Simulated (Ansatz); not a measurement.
# In2SbAs: the cost of one run

Program: Ansatz 0.2.0. Level of theory: DFT PBE, scalar-relativistic, plane waves, PAW. These are calculated values, not measurements.

## (1) Starting point

Symmetry: P-4m2, No. 115, tetragonal system. Conventional cell: a = 4.203 Å, b = 4.203 Å, c = 5.944 Å, α = 90.00°, β = 90.00°, γ = 90.00°. In (site symmetry 2mm) is surrounded by 2 Sb at 2.57 Å and 2 As at 2.57 Å. Sb (site symmetry -4m2) has 4 In at 2.57 Å as nearest neighbours. Around As (site symmetry -4m2) lie 4 In at 2.57 Å.

Coordinates:

```cif
data_structure
_symmetry_space_group_name_H-M 'P-4m2'
_symmetry_Int_Tables_number 115
_cell_length_a 4.2027
_cell_length_b 4.2027
_cell_length_c 5.9436
_cell_angle_alpha 90.000
_cell_angle_beta 90.000
_cell_angle_gamma 90.000
_cell_volume 104.98
loop_
_atom_site_label
_atom_site_type_symbol
_atom_site_symmetry_multiplicity
_atom_site_Wyckoff_symbol
_atom_site_fract_x
_atom_site_fract_y
_atom_site_fract_z
_atom_site_occupancy
In1 In 2 g 0.50000 0.00000 0.75000 1
Sb1 Sb 1 c 0.50000 0.50000 0.50000 1
As1 As 1 a 0.00000 0.00000 0.00000 1
```

The start is an ordering of an alloy on its end members' structure types: elements ordered on the sites of the InSb type, As/Sb on Sb (P-4m2, No. 115).

## (2) The guess as it stands, on a coarse mesh

Contents of input.yaml:

```yaml
crystal:
  lattice:
    - [4.2027357, 0.0, 0.0]
    - [0.0, 4.2027357, 0.0]
    - [0.0, 0.0, 5.94356582]
  atoms:
    - { symbol: In, position: [0.5, 0.0, 0.75] }
    - { symbol: In, position: [0.0, 0.5, 0.25] }
    - { symbol: Sb, position: [0.5, 0.5, 0.5] }
    - { symbol: As, position: [0.0, 0.0, 0.0] }
basis:
  ecutwfc: 420
kpoints:
  mp_grid: { grid: [4, 4, 4] }
hamiltonian:
  xc: pbe
scf:
  occupations: { method: gaussian, width: 0.1 }
  lower_state_search: "off"
output:
  forces: true
  stress: true
  eigenvalues: true
```

Command:

```bash
ansatz run input.yaml --threads 1 --pin off --max-ram 2560MiB --backend cpu --events-out ev --progress --plain --runs-dir out
```

Q: Estimate wall time and peak memory on 1 thread of Intel Xeon 6975P-C (Granite Rapids), shared host.

About 3.5 s, with a peak of 0.41 GiB.
